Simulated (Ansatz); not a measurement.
Input of an Ansatz 0.2.0 run:

input

```
crystal:
  lattice:
    - [0.0, 2.74607, 2.74607]
    - [2.74607, 0.0, 2.74607]
    - [2.74607, 2.74607, 0.0]
  atoms:
    - { symbol: In, position: [0.0, 0.0, 0.0] }
    - { symbol: Pd, position: [0.5, 0.5, 0.5] }
hamiltonian:
  xc: hse06
  pseudopotentials: { kind: paw_fr }
magnetization:
  noncollinear: true
  spin_orbit: true
kpoints:
  mp_grid: { grid: [4, 4, 4] }
scf:
  occupations: { method: fermi_dirac, width: 0.05 }
output:
  forces: true
  stress: true
  eigenvalues: true
```

Question: Predict the pressure.

Answer: -4.0 GPa.

Question: Predict the band gap on the k mesh.

Answer: None (metal or under the smearing width).

Caveat: the k mesh is coarse (spacing up to 0.50 Å⁻¹), so the values aren't converged, least of all with exact exchange; the PAW data sets come from PBE, with cores solved anew for the run's functional, which leaves a small shift of forces and pressure; the thresholds are loose for stress.
